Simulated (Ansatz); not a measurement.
An element in the sc structure gives these cold pressures by all-electron LAPW under PBE (Ansatz 0.2.0, scalar-relativistic, no spin polarisation).

| V (Å³/atom) | P (GPa) |
| --- | --- |
| 24.80 | -0.01 |
| 23.56 | 3.86 |
| 21.08 | 14.99 |
| 18.60 | 33.2 |
| 16.12 | 64.6 |
| 13.64 | 126.2 |
| 11.16 | 258.6 |
| 9.92 | 384.6 |

Question: Which element is it?

Answer: Zr. Its zero-pressure volume in this structure is near 24.8 Å³/atom; the volume and the steepness of P(V) together point to it, though neighbours can come close. Neighbours weren't tried against these numbers.
